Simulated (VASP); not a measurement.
## CuI (rocksalt), LDA single-point calculation: Ansatz's output and VASP's

```
CELL_PARAMETERS angstrom
0.00000 2.85611 2.85611
2.85611 0.00000 2.85611
2.85611 2.85611 0.00000
ATOMIC_POSITIONS crystal
Cu 0.00000 0.00000 0.00000
I 0.50000 0.50000 0.50000
```

Ansatz printed

```
SCF 1 converged in 7 iterations: F = -13911.308529 eV  dr2 = 1.95e-8
  greatest PAW one-centre occupation: 1.000 electrons in one spin orbital (limit 2), on the Cu atom at site 0 (counted from 0), in its partial waves of l = 1
NSCF: frozen V_eff on 6 k-points
SCF converged after 7 iterations
Free energy (F): -13911.308529 eV
Harris-Foulkes:  -13911.308529 eV  (|F-HF|=1.91e-8)
Internal energy: -13911.307782 eV  (E = F + TS)
E sigma→0 (E₀):  -13911.308156 eV
Entropy (-TS):   -0.000747 eV (-0.374 meV/atom)
Fermi energy:    10.381137 eV
--- Per-component energies (eV) ---
  E_band       = -782.062343
  E_kinetic    = 491.227916
  E_local      = -6747.713660  (includes V_loc(G=0)·N_el)
  E_nonlocal   = 324.333056
  E_hartree    = 3144.530441
  E_xc         = -214.041318
  E_vxc        = -241.132154  (∫ρ·V_xc dr)
  E_paw        = -6267.310686  (= ΣΔE_a)
  E_vpaw       = -897.824544  (= ΣTr[D̂ρ^β])
  E_aug_tail   = 0.000280  (compensation charges beyond the density's cutoff)
  E_ewald      = -4643.564688
  E_core_change = 1.230875  (= ΣΔE_core)
  E_smearing   = -0.000747  (= −TS)
  E_closure    = -0.000000  (closes the sum)
  Σ components = -13911.308529   (vs F -13911.308529, Δ=0.00e0)
--- Forces (eV/Å), atoms counted from 1 ---
  atom   1  Cu    -0.00000000    -0.00000000    -0.00000000
  atom   2  I      0.00000000     0.00000000    -0.00000000
  max |Σ_I F_I| component: 2.72e-29 eV/Å
--- Stress (GPa, compression-positive) ---
       -5.164852      -0.000000       0.000000
        0.000000      -5.164852      -0.000000
        0.000000      -0.000000      -5.164852
  P = ⅓ Tr σ = -5.1649 GPa (-51.649 kbar)
--- Band table (eV; the first three rows and the last of 29) ---
  k-point 0: bands = ["-100.3146", "-58.1726", "-58.1726", "-58.1726", "-35.1736", "-35.1736", "-35.1728", "-35.1728", "-35.1728", "-3.9807", "8.3355", "8.3355", "8.3524", "8.3524", "8.3524", "8.6084", "8.6084", "8.6084", "11.0975", "17.8403", "17.8403", "17.8403"]
  k-point 1: bands = ["-100.3146", "-58.1726", "-58.1726", "-58.1726", "-35.1736", "-35.1736", "-35.1727", "-35.1726", "-35.1726", "-3.8641", "7.3273", "7.8163", "7.8163", "8.3817", "8.3817", "8.5265", "9.1543", "9.1543", "12.1317", "16.7969", "17.4403", "17.4403"]
  k-point 2: bands = ["-100.3146", "-58.1726", "-58.1726", "-58.1726", "-35.1736", "-35.1736", "-35.1725", "-35.1722", "-35.1722", "-3.5541", "5.6784", "7.2950", "7.2950", "8.4597", "8.4597", "8.5677", "9.7490", "9.7490", "13.2120", "16.0262", "16.1307", "16.1307"]
  k-point 28: bands = ["-100.3145", "-58.1727", "-58.1727", "-58.1726", "-35.1738", "-35.1730", "-35.1721", "-35.1721", "-35.1710", "-2.7568", "5.6470", "5.6470", "5.8763", "8.6139", "8.6139", "8.6540", "8.6582", "8.7145", "12.9259", "15.6108", "17.1953", "17.1953"]
```

Each program uses its own PAW datasets. VASP's cell holds 18 valence electrons and Ansatz's 36. LDA means the Perdew–Zunger form with relativistic exchange in VASP and the Perdew–Wang form in Ansatz. Ansatz's stress includes a Pulay correction; VASP's doesn't.

Q: What does VASP give for the same cell and level of theory?

A: gap between bands v and c -0.54 eV (bands overlap: a metal); least direct gap 1.08 eV; pressure -5.0 GPa.

From OUTCAR

```
k-points           NKPTS =     29   k-points in BZ     NKDIM =     29   number of bands    NBANDS=     16

   NELECT =      18.0000    total number of electrons

   dimension x,y,z NGX =    30 NGY =   30 NGZ =   30
   dimension x,y,z NGXF=    60 NGYF=   60 NGZF=   60

  energy-cutoff  :      520.00
  volume of cell :       46.60
      direct lattice vectors                 reciprocal lattice vectors
     0.000000000  2.856110427  2.856110427    -0.175063259  0.175063259  0.175063259
     2.856110427  0.000000000  2.856110427     0.175063259 -0.175063259  0.175063259
     2.856110427  2.856110427  0.000000000     0.175063259  0.175063259 -0.175063259

 k-points in reciprocal lattice and weights: KPOINTS created by Atomic Simulation Env
   0.00000000  0.00000000  0.00000000       0.002
   0.12500000  0.00000000  0.00000000       0.016
   0.25000000  0.00000000  0.00000000       0.016
   0.37500000  0.00000000  0.00000000       0.016
   0.50000000  0.00000000  0.00000000       0.008
   0.12500000  0.12500000  0.00000000       0.012
   0.25000000  0.12500000  0.00000000       0.047
   0.37500000  0.12500000  0.00000000       0.047
   ...

 E-fermi :   6.0785

 k-point     1 :       0.0000    0.0000    0.0000
  band No.  band energies     occupation
      1      -8.2306      2.00000
      2       4.0201      2.00000
      3       4.0201      2.00000
      4       4.0372      2.00000
      5       4.0372      2.00000
      6       4.0372      2.00000
      7       4.3221      2.00000
      8       4.3221      2.00000
      9       4.3221      2.00000
     10       6.8524      0.00000
     11      13.4626      0.00000
     12      13.4626      0.00000
     13      13.4626      0.00000
     14      14.6803      0.00000
     15      14.6803      0.00000
     16      14.6803      0.00000

 k-point     2 :       0.1250    0.0000    0.0000
  band No.  band energies     occupation
      1      -8.1132      2.00000
      2       3.0416      2.00000
      3       3.5136      2.00000
      4       3.5136      2.00000
      5       4.0662      2.00000
      6       4.0662      2.00000
      7       4.2164      2.00000
      8       4.8548      2.00000
      9       4.8548      2.00000
     10       7.8779      0.00000
     11      12.4671      0.00000
     12      13.1071      0.00000
     13      13.1071      0.00000
     14      14.1670      0.00000
     15      14.1670      0.00000
     16      14.4350      0.00000

 k-point     3 :       0.2500    0.0000    0.0000
  band No.  band energies     occupation
      1      -7.8012      2.00000
      2       1.3942      2.00000
      3       2.9944      2.00000
      4       2.9944      2.00000
      5       4.1436      2.00000
      6       4.1436      2.00000
      7       4.2546      2.00000
      8       5.4460      2.00000
      9       5.4460      2.00000
     10       8.9418      0.00000
     11      11.7348      0.00000
     12      11.8087      0.00000
     13      11.8087      0.00000
     14      14.3491      0.00000
     15      14.9887      0.00000
     16      14.9887      0.00000

 k-point     4 :       0.3750    0.0000    0.0000
  band No.  band energies     occupation
      1      -7.4342      2.00000
      2       0.1251      2.00000
      3       2.6535      2.00000
      4       2.6535      2.00000
      5       4.2240      2.00000
      6       4.2240      2.00000
      7       4.3180      2.00000
      8       5.8903      1.99984
      9       5.8903      1.99984
     10       8.9480      0.00000
     11      10.8210      0.00000
     12      10.8210      0.00000
     13      11.6609      0.00000
     14      15.4558      0.00000
     15      16.4841      0.00000
     16      16.4841      0.00000

 k-point     5 :       0.5000    0.0000    0.0000
  band No.  band energies     occupation
      1      -7.2594      2.00000
      2      -0.3621      2.00000
      3       2.5353      2.00000
      4       2.5353      2.00000
      5       4.2582      2.00000
      6       4.2582      2.00000
      7       4.3511      2.00000
      8       6.0662      1.29628
      9       6.0662      1.29628
     10       8.7966      0.00000
     11      10.4509      0.00000
     12      10.4509      0.00000
     13      11.6512      0.00000
     14      16.7378      0.00000
     15      17.9268      0.00000
     16      17.9268      0.00000

 k-point     6 :       0.1250    0.1250    0.0000
  band No.  band energies     occupation
      1      -8.0753      2.00000
      2       2.7685      2.00000
      3       3.6562      2.00000
      4       3.6562      2.00000
      5       3.9990      2.00000
      6       4.0369      2.00000
      7       4.5091      2.00000
      8       4.5091      2.00000
      9       4.5628      2.00000
     10       8.2874      0.00000
     11      12.0425      0.00000
     12      12.4019      0.00000
     13      13.4109      0.00000
     14      13.4109      0.00000
     15      15.6824      0.00000
     16      15.6824      0.00000

 ...

  Total       -1.4686133     -1.4686133     -1.4686133      0.0000000     -0.0000000      0.0000000
  in kB      -50.4967079    -50.4967079    -50.4967079      0.0000000     -0.0000000      0.0000000
  external PRESSURE =     -50.4967079 kB  Pullay stress =       0.0000000 kB

 POSITION                                       TOTAL-FORCE (eV/Angst)
 -----------------------------------------------------------------------------------
      0.00000      0.00000      0.00000         0.000000     -0.000000     -0.000000
      2.85611      2.85611      2.85611        -0.000000      0.000000      0.000000
 -----------------------------------------------------------------------------------
    total drift:                               -0.000000      0.000000      0.000000

  FREE ENERGIE OF THE ION-ELECTRON SYSTEM (eV)
  ---------------------------------------------------
  free  energy   TOTEN  =        -6.5121876531 eV

  energy  without entropy=       -6.5115707252  energy(sigma->0) =       -6.51187919
```
